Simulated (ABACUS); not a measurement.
## HfO2 under changes of volume

One of the cells (11.152 Å³/atom); the others are scaled copies at fixed shape and fractional positions:

```
Hf O
1.0
     0.00000    2.55750    2.55750
     2.55750    0.00000    2.55750
     2.55750    2.55750    0.00000
Hf O
1 2
Direct
  0.00000 0.00000 0.00000
  0.75000 0.75000 0.75000
  0.25000 0.25000 0.25000
```

Measurements of this composition are mostly on another form, of space group No. 14.

| Item | Value |
| --- | --- |
| Program | ABACUS 3.10.1 |
| Functional | PBE |
| Potentials or basis | PseudoDojo NC SR 0.4.1 PBE standard |
| Cutoff | 1361 eV |
| Density cutoff | 5442 eV |
| Basis | DZP LCAO (the cutoffs set its grid) |
| k mesh | 9 × 9 × 9 |
| Occupations | fermi-dirac, width 0.05 eV |
| Spin | no spin polarisation |

```csv
volume (Å³/atom),energy over the lowest point (meV/atom),pressure (GPa),gap on the mesh (eV)
10.483,19.93,13.1,4.02
10.706,?,?,?
10.929,0.00,1.6,3.90
11.152,1.22,-3.3,3.84
11.375,8.94,-7.7,3.78
11.598,22.46,-11.7,3.72
11.821,41.25,-15.2,3.67
```

**Question.** What does the run at 10.706 Å³/atom give?

**Answer.** Energy over the lowest point 5.97 meV/atom; pressure 7.1 GPa; gap on the mesh 3.96 eV.

Worked out: A Birch-Murnaghan fit of order 3 (a polynomial in V^(-2/3)) to the other rows has its minimum at 11.00 Å³/atom with B0 = V·E''(V) = 246 GPa and B' = 4.2. It gives 5.96 meV/atom at 10.706 Å³/atom, against the run's 5.97, and -dE/dV = 7.1 GPa, against 7.1. A straight line through the other rows of the gap, of slope -2.94 eV per unit of ln V, gives 3.96 eV, against the run's 3.96.

Energies are extrapolated to zero smearing.

Caveats: the atomic orbitals were generated for these runs and aren't a published set; spin-orbit coupling is left out, which moves the levels of the heavy elements; an odd mesh through Γ misses points on the zone boundary, where band edges often lie; the basis of atomic orbitals isn't converged, which shifts pressures, moduli and gaps.
